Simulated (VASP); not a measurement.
# CO in VASP: further runs

One molecule, CO, is run at these levels: LDA; tasks: relaxation of the atoms, vibrations by finite differences.

Everything below comes from runs of VASP 6.6.1. Logs are shortened: lines on timing, memory, paths and dates and some standing lists are left out, and cuts for length are marked.

## (1) The molecule as given

The cell holds a molecule in a box, 2 atoms: a = 11.466 Å, b = 11.966 Å, c = 12.466 Å, α = 90.00°, β = 90.00°, γ = 90.00°.

## (2) Relaxation of the atoms, LDA

Contents of INCAR:

```
  ALGO = Normal
  EDIFF = 1E-6
  EDIFFG = -0.03
  ENCUT = 400
  IBRION = 2
  ISIF = 2
  ISMEAR = 0
  ISYM = 0
  LASPH = True
  LCHARG = False
  LREAL = False
  LWAVE = False
  NELM = 100
  NSW = 120
  PREC = Accurate
  SIGMA = 0.01
```

Contents of KPOINTS:

```
k-points
0
Gamma
  1 1 1
```

Contents of POSCAR:

```
CO
1.0
   11.4664208122      0.0000000000      0.0000000000
    0.0000000000     11.9664208122      0.0000000000
    0.0000000000      0.0000000000     12.4664208122
C O
1 1
Selective dynamics
Direct
    0.5219830803      0.5161969978      0.4612390426  F F F
    0.4780169197      0.4921597198      0.5387609574  T T T
```

Potentials or basis: VASP PAW LDA potentials, release 64 (C, O).

Run with:

```console
$ cat potpaw_LDA.64/C/POTCAR potpaw_LDA.64/O/POTCAR > POTCAR
$ mpirun -np 1 vasp_gam > vasp.out
```

OUTCAR:

```text
EDIFF = 1E-6
   EDIFFG = -0.03
   ENCUT = 400
   IBRION = 2
   ISIF = 2
   ISMEAR = 0
   ISYM = 0
   LASPH = True
   LREAL = False
   NELM = 100
   NSW = 120
   PREC = Accurate

 ion  position               nearest neighbor table
   1  0.522  0.516  0.461-   2 1.13
   2  0.478  0.492  0.539-   1 1.13

IMPORTANT INFORMATION: All symmetrisations will be switched off!
NOSYMM: (Re-)initialisation of all symmetry stuff for point group C_1.

----------------------------------------------------------------------------------------

                                     Primitive cell

  volume of cell :    1710.5427

  direct lattice vectors                    reciprocal lattice vectors
    11.466420812  0.000000000  0.000000000     0.087211172  0.000000000  0.000000000
     0.000000000 11.966420812  0.000000000     0.000000000  0.083567176  0.000000000
     0.000000000  0.000000000 12.466420812     0.000000000  0.000000000  0.080215486

  length of vectors
    11.466420812 11.966420812 12.466420812     0.087211172  0.083567176  0.080215486

  position of ions in fractional coordinates (direct lattice)
     0.521983080  0.516196998  0.461239043
     0.478016920  0.492159720  0.538760957

  ion indices of the primitive-cell ions
   primitive index   ion index
                 1           1
                 2           2

----------------------------------------------------------------------------------------

 KPOINTS: k-points

Automatic generation of k-mesh.
 Grid dimensions read from file:
 generate k-points for:    1    1    1

 Generating k-lattice:

  Cartesian coordinates                     Fractional coordinates (reciprocal lattice)
     0.087211172  0.000000000  0.000000000     1.000000000  0.000000000  0.000000000
     0.000000000  0.083567176  0.000000000     0.000000000  1.000000000  0.000000000
     0.000000000  0.000000000  0.080215486     0.000000000  0.000000000  1.000000000

  Length of vectors
     0.087211172  0.083567176  0.080215486

  Shift w.r.t. Gamma in fractional coordinates (k-lattice)
     0.000000000  0.000000000  0.000000000

 Subroutine IBZKPT returns following result:
 ===========================================

 Found      1 irreducible k-points:

 Following reciprocal coordinates:
            Coordinates               Weight
  0.000000  0.000000  0.000000      1.000000
   k-points           NKPTS =      1   k-points in BZ     NKDIM =      1   number of bands    NBANDS=      9
   number of dos      NEDOS =    301   number of ions     NIONS =      2
   total plane-waves  NPLWV = 537600
   dimension x,y,z NGX =    80 NGY =   80 NGZ =   84
   dimension x,y,z NGXF=   160 NGYF=  160 NGZF=  168
   ions per type =               1   1
   NGX,Y,Z   is equivalent  to a cutoff of  11.60, 11.11, 11.20 a.u.
   NGXF,Y,Z  is equivalent  to a cutoff of  23.20, 22.23, 22.40 a.u.
 SYSTEM =  unknown system
   PREC   = accura    normal or accurate (medium, high low for compatibility)
   ISTART =      0    job   : 0-new  1-cont  2-samecut
   ICHARG =      2    charge: 1-file 2-atom 10-const
   ISPIN  =      1    spin polarized calculation?
   LNONCOLLINEAR =      F non collinear calculations
   LSORBIT =      F    spin-orbit coupling
   LASPH  =      T    aspherical Exc in radial PAW
   ENCUT  =  400.0 eV  29.40 Ry    5.42 a.u.  18.70 19.51 20.33*2*pi/ulx,y,z
   NELM   =    100;   NELMIN=  2; NELMDL= -5     # of ELM steps
   EDIFF  = 0.1E-05   stopping-criterion for ELM
   LREAL  =      F    real-space projection
   EDIFFG = -.3E-01   stopping-criterion for IOM
   NSW    =    120    number of steps for IOM
   IBRION =      2    ionic relax: 0-MD 1-quasi-New 2-CG
   NFREE  =      1    steps in history (QN), initial steepest desc. (CG)
   ISIF   =      2    stress and relaxation
   ISYM   =      0    0-nonsym 1-usesym 2-fastsym
   POTIM  = 0.5000    time-step for ionic-motion
   TEBEG  =    0.0;   TEEND  =   0.0 temperature during run
   PSTRESS=    0.0 pullay stress
   NELECT =      10.0000    total number of electrons
   NUPDOWN=      -1.0000    fix difference up-down
   EMIN   =  10.00;   EMAX   =-10.00  energy-range for DOS
   EFERMI =   0.00;   METHOD = LEGACY
   ISMEAR =     0;   SIGMA  =   0.01  broadening in eV -4-tet -1-fermi 0-gaus
   EFERMI_NEDOS =   21; number of points for ismear=-14 and -15
   IALGO  =     38    algorithm
   IMIX   =      4    mixing-type and parameters
     AMIX     =   0.40;   BMIX     =  1.00
     AMIX_MAG =   1.60;   BMIX_MAG =  1.00
  volume/ion in A,a.u.               =     855.27      5771.66
  Fermi-wavevector in a.u.,A,eV,Ry     =   0.294915  0.557309  1.183365  0.086975
  Thomas-Fermi vector in A             =   1.157983
   LORBIT       =      0    0 simple, 1 ext, 2 COOP (PROOUT), +10 PAW based schemes
   GGA     = CA    functional components
   LHFCALC =     F    Hartree Fock is set to
   AEXX    =    0.0000 exact exchange contribution
   IVDW    =     0    specifies the selected vdW correction
   LEPSILON=     F    determine dielectric tensor
   LRPA    =     F    only Hartree local field effects (RPA)
 conjugate gradient relaxation of ions
 non-spin polarized calculation
 Gauss-broadening in eV      SIGMA  =   0.01
  energy-cutoff  :      400.00
  volume of cell :     1710.54
 maximum number of plane-waves:     15554
 NGX is ok and might be reduce to    80
   NGX = 37   NGY = 39   NGZ = 41

--------------------------------------- Ionic step        1  -------------------------------------------

 number of electron      10.0000004 magnetization

 Free energy of the ion-electron system (eV)
  ---------------------------------------------------
  ext. energy  EPLUGINS =         0.00000000
  ---------------------------------------------------
  free energy    TOTEN  =       -15.57533469 eV

  energy without entropy =      -15.57533469  energy(sigma->0) =      -15.57533469

------------------------ aborting loop because EDIFF is reached ----------------------------------------

  FORCE on cell =-STRESS in cart. coord.  units (eV):
  Direction    XX          YY          ZZ          XY          YZ          ZX
  --------------------------------------------------------------------------------------
  -------------------------------------------------------------------------------------
  Total       -0.5248979     -0.6881779      0.0717414      0.1287074     -0.2450644     -0.4308336
  in kB       -0.4916449     -0.6445808      0.0671965      0.1205536     -0.2295393     -0.4035397
  external PRESSURE =      -0.3563431 kB  Pullay stress =       0.0000000 kB

 VOLUME and BASIS-vectors are now :
 -----------------------------------------------------------------------------
  energy-cutoff  :      400.00
  volume of cell :     1710.54
      direct lattice vectors                 reciprocal lattice vectors
    11.466420812  0.000000000  0.000000000     0.087211172  0.000000000  0.000000000
     0.000000000 11.966420812  0.000000000     0.000000000  0.083567176  0.000000000
     0.000000000  0.000000000 12.466420812     0.000000000  0.000000000  0.080215486

 POSITION                                       TOTAL-FORCE (eV/Angst)
 -----------------------------------------------------------------------------------
      5.98528      6.17703      5.75000         0.435668      0.244731     -0.833399
      5.48114      5.88939      6.71642        -0.435668     -0.244731      0.833399
 -----------------------------------------------------------------------------------
    total drift:                                0.000145     -0.000319     -0.000223

  FREE ENERGIE OF THE ION-ELECTRON SYSTEM (eV)
  ---------------------------------------------------
  free  energy   TOTEN  =       -15.5753346936 eV

  energy  without entropy=      -15.5753346936  energy(sigma->0) =      -15.57533469

--------------------------------------- Ionic step        2  -------------------------------------------

 number of electron      10.0000000 magnetization

------------------------ aborting loop because EDIFF is reached ----------------------------------------

  FORCE on cell =-STRESS in cart. coord.  units (eV):
  Direction    XX          YY          ZZ          XY          YZ          ZX
  --------------------------------------------------------------------------------------
  -------------------------------------------------------------------------------------
  Total       -1.6929834     -1.0723557     -4.2021103     -0.5342913      1.0248725      1.7962092
  in kB       -1.5857304     -1.0044204     -3.9359004     -0.5004432      0.9599453      1.6824167
  external PRESSURE =      -2.1753504 kB  Pullay stress =       0.0000000 kB

 VOLUME and BASIS-vectors are now :
 -----------------------------------------------------------------------------
  energy-cutoff  :      400.00
  volume of cell :     1710.54
      direct lattice vectors                 reciprocal lattice vectors
    11.466420812  0.000000000  0.000000000     0.087211172  0.000000000  0.000000000
     0.000000000 11.966420812  0.000000000     0.000000000  0.083567176  0.000000000
     0.000000000  0.000000000 12.466420812     0.000000000  0.000000000  0.080215486

 POSITION                                       TOTAL-FORCE (eV/Angst)
 -----------------------------------------------------------------------------------
      5.98528      6.17703      5.75000        -1.803934     -1.032005      3.459653
      5.46013      5.87758      6.75663         1.803934      1.032005     -3.459653
 -----------------------------------------------------------------------------------
    total drift:                               -0.000194     -0.000719      0.000454

  FREE ENERGIE OF THE ION-ELECTRON SYSTEM (eV)
  ---------------------------------------------------
  free  energy   TOTEN  =       -15.4968156767 eV

  energy  without entropy=      -15.4968156767  energy(sigma->0) =      -15.49681568

--------------------------------------- Ionic step        3  -------------------------------------------

 number of electron      10.0000003 magnetization

 Free energy of the ion-electron system (eV)
  ---------------------------------------------------
  ext. energy  EPLUGINS =         0.00000000
  ---------------------------------------------------
  free energy    TOTEN  =       -15.57915106 eV

  energy without entropy =      -15.57915106  energy(sigma->0) =      -15.57915106

 E-fermi :  -8.9767     XC(G=0):  -0.3785

 val. band max:       -9.0487393405   @ k =   0.0000   0.0000   0.0000
 cond. band min:      -2.2430574883   @ k =   0.0000   0.0000   0.0000
 fundamental gap:      6.8056818523
 Fermi energy:        -8.9766650401

 k-point     1 :       0.0000    0.0000    0.0000
  band No.  band energies     occupation
      1     -29.2865      2.00000
      2     -14.0396      2.00000
      3     -12.0105      2.00000
      4     -12.0103      2.00000
      5      -9.0487      2.00000
      6      -2.2431      0.00000
      7      -2.2428      0.00000
      8      -0.1366      0.00000
      9       0.7169      0.00000

------------------------ aborting loop because EDIFF is reached ----------------------------------------

  FORCE on cell =-STRESS in cart. coord.  units (eV):
  Direction    XX          YY          ZZ          XY          YZ          ZX
  --------------------------------------------------------------------------------------
  -------------------------------------------------------------------------------------
  Total       -0.7448306     -0.7604718     -0.7346087      0.0035756     -0.0054408     -0.0107802
  in kB       -0.6976445     -0.7122948     -0.6880702      0.0033491     -0.0050961     -0.0100973
  external PRESSURE =      -0.6993365 kB  Pullay stress =       0.0000000 kB

 VOLUME and BASIS-vectors are now :
 -----------------------------------------------------------------------------
  energy-cutoff  :      400.00
  volume of cell :     1710.54
      direct lattice vectors                 reciprocal lattice vectors
    11.466420812  0.000000000  0.000000000     0.087211172  0.000000000  0.000000000
     0.000000000 11.966420812  0.000000000     0.000000000  0.083567176  0.000000000
     0.000000000  0.000000000 12.466420812     0.000000000  0.000000000  0.080215486

 POSITION                                       TOTAL-FORCE (eV/Angst)
 -----------------------------------------------------------------------------------
      5.98528      6.17703      5.75000        -0.000334     -0.003956      0.003033
      5.47757      5.88738      6.72325         0.000334      0.003956     -0.003033
 -----------------------------------------------------------------------------------
    total drift:                               -0.000048     -0.000459     -0.001137

  FREE ENERGIE OF THE ION-ELECTRON SYSTEM (eV)
  ---------------------------------------------------
  free  energy   TOTEN  =       -15.5791510594 eV

  energy  without entropy=      -15.5791510594  energy(sigma->0) =      -15.57915106

 reached required accuracy - stopping structural energy minimisation
```

It took 46 s on 1 thread of Intel Xeon 6975P-C (Granite Rapids), shared host; peak memory 0.59 GiB.

Results:

| Quantity | Value |
| --- | --- |
| Free energy | -15.5792 eV |
| Energy gained by relaxing | 1.9 meV/atom |
| Ionic steps | 3 |
| Gap between the frontier levels | 6.81 eV |

Step by step:
```tsv
step	energy change (eV)	largest force (eV/Å)	pressure (GPa)
1	0.0000	0.9717	-0.04
2	0.0785	4.0359	-0.22
3	-0.0038	0.0050	-0.07
```

Final structure:
```
C O
1.0
    11.46642    0.00000    0.00000
     0.00000   11.96642    0.00000
     0.00000    0.00000   12.46642
C O
1 1
Direct
  0.52198 0.51620 0.46124
  0.47771 0.49199 0.53931
```

Levels at points of the mesh, in eV from the valence-band top:
| k point | band 1 | band 2 | band 3 | band 4 | band 5 | band 6 | band 7 | band 8 | band 9 |
| --- | --- | --- | --- | --- | --- | --- | --- | --- | --- |
| (0.00, 0.00, 0.00) | -20.24 | -4.99 | -2.96 | -2.96 | 0.00 | 6.81 | 6.81 | 8.91 | 9.77 |

Caveat: the cutoff is under 1.25 times the usual one of these potentials, so pressure, stress and relaxed cells hold a basis-set (Pulay) error; the standard files for N, O and F lose accuracy on very short bonds. Expect the measured gap to be larger: semilocal functionals such as LDA lack the derivative discontinuity.

## (3) Vibrations by finite differences, LDA

Contents of INCAR:

```
  PREC = Accurate
  ENCUT = 400
  EDIFF = 1E-7
  ISMEAR = 0
  SIGMA = 0.01
  LREAL = F
  LASPH = T
  NELM = 100
  ALGO = Normal
  ISIF = 2
  LWAVE = F
  LCHARG = F
  IBRION = 5
  NFREE = 2
  POTIM = 0.015
  NSW = 1
  ISYM = 0
```

Contents of KPOINTS:

```
Automatic mesh
0
Gamma
  1 1 1
```

Contents of POSCAR:

```
CO                                      
1.0
   11.4664208122      0.0000000000      0.0000000000
    0.0000000000     11.9664208122      0.0000000000
    0.0000000000      0.0000000000     12.4664208122
  C               O             
     1     1
Selective dynamics
Direct
0.5219830802999965  0.5161969978000016  0.4612390425999990  T T T
0.4777054833167632  0.4919920837880881  0.5393089229761181  T T T
```

Potentials or basis: VASP PAW LDA potentials, release 64 (C, O).

Run with:

```console
$ cat potpaw_LDA.64/C/POTCAR potpaw_LDA.64/O/POTCAR > POTCAR
$ mpirun -np 1 vasp_gam > vasp.out
```

OUTCAR:

```text
PREC = Accurate
   ENCUT = 400
   EDIFF = 1E-7
   ISMEAR = 0
   LREAL = F
   LASPH = T
   NELM = 100
   ISIF = 2
   IBRION = 5
   NFREE = 2
   POTIM = 0.015
   NSW = 1
   ISYM = 0

 ion  position               nearest neighbor table
   1  0.522  0.516  0.461-   2 1.14
   2  0.478  0.492  0.539-   1 1.14

IMPORTANT INFORMATION: All symmetrisations will be switched off!
NOSYMM: (Re-)initialisation of all symmetry stuff for point group C_1.

----------------------------------------------------------------------------------------

                                     Primitive cell

  volume of cell :    1710.5427

[... 312 lines left out ...]
 fundamental gap:      6.8995033964
 Fermi energy:        -8.9279793737

 k-point     1 :       0.0000    0.0000    0.0000
  band No.  band energies     occupation
      1     -29.4772      2.00000
      2     -14.0329      2.00000
      3     -12.1252      2.00000
      4     -12.1250      2.00000
      5      -9.0180      2.00000
      6      -2.1185      0.00000
      7      -2.1182      0.00000
      8      -0.1394      0.00000
      9       0.7163      0.00000
[... 27 lines left out ...]
  FREE ENERGIE OF THE ION-ELECTRON SYSTEM (eV)
  ---------------------------------------------------
  free  energy   TOTEN  =       -15.5690869857 eV

  energy  without entropy=      -15.5690869857  energy(sigma->0) =      -15.56908699

 SECOND DERIVATIVES (NOT SYMMETRIZED)
 ------------------------------------
               1X          1Y          1Z          2X          2Y          2Z
  1X   -23.772726  -13.569555   45.605741   23.772726   13.569555  -45.605741
  1Y   -13.563088   -7.734396   26.003274   13.563088    7.734396  -26.003274
  1Z    45.691618   26.064216  -87.500178  -45.691618  -26.064216   87.500178
  2X    23.761080   13.566997  -45.602736  -23.761080  -13.566997   45.602736
  2Y    13.559479    7.728393  -25.992360  -13.559479   -7.728393   25.992360
  2Z   -45.687839  -26.053650   87.547052   45.687839   26.053650  -87.547052

 Eigenvectors and eigenvalues of the dynamical matrix
 ----------------------------------------------------

   1 f  =   65.124628 THz   409.190104 2PiTHz 2172.323753 cm-1   269.333698 meV
             X         Y         Z           dx          dy          dz
      5.985278  6.177030  5.750000    -0.337864   -0.192698    0.647974
      5.477572  5.887384  6.723252     0.292710    0.166923   -0.561518
[... 21 lines left out ...]
   6 f/i=    1.103095 THz     6.930951 2PiTHz   36.795294 cm-1     4.562033 meV
             X         Y         Z           dx          dy          dz
      5.985278  6.177030  5.750000    -0.578588   -0.162580   -0.503580
      5.477572  5.887384  6.723252     0.583799    0.130014    0.165787
```

OSZICAR:

```text
N       E                     dE             d eps       ncg     rms          rms(c)
DAV:   1     0.989981895636E+02    0.98998E+02   -0.20214E+03    26   0.456E+02
DAV:   2     0.130060498008E+02   -0.85992E+02   -0.85805E+02    34   0.111E+02
DAV:   3    -0.136979014541E+02   -0.26704E+02   -0.26691E+02    19   0.888E+01
[... 13 lines left out ...]
DAV:  14    -0.155690860765E+02   -0.87397E-06   -0.11154E-08    20   0.569E-04    0.569E-05
DAV:  15    -0.155690867256E+02   -0.64916E-06   -0.75462E-09    18   0.527E-04    0.447E-05
DAV:  16    -0.155690868606E+02   -0.13495E-06    0.74792E-10    20   0.146E-04    0.176E-05
DAV:  17    -0.155690869662E+02   -0.10560E-06    0.72337E-10    18   0.148E-04    0.141E-05
DAV:  18    -0.155690869857E+02   -0.19514E-07    0.11393E-09    19   0.436E-05
  13 F= -.15569087E+02 E0= -.15569087E+02  d E =-.338283E-37
```

Run time: 3.2 min. Hardware: 1 thread of Intel Xeon 6975P-C (Granite Rapids), shared host; peak memory 0.7 GiB.

Results:

| Item | Value |
| --- | --- |
| Highest phonon frequency at Γ, LO-TO splitting left out | 2172 cm⁻¹ |
| Most unstable mode | 37i cm⁻¹ |

Phonon frequencies in cm⁻¹ (negative: imaginary):
```
              q point          frequencies
(0.000, 0.000, 0.000)  -37 -17 0 3 11 2172
```

Caveat: the cutoff is under 1.25 times the usual one of these potentials, so pressure, stress and relaxed cells hold a basis-set (Pulay) error; some modes are imaginary; the standard files for N, O and F lose accuracy on very short bonds.
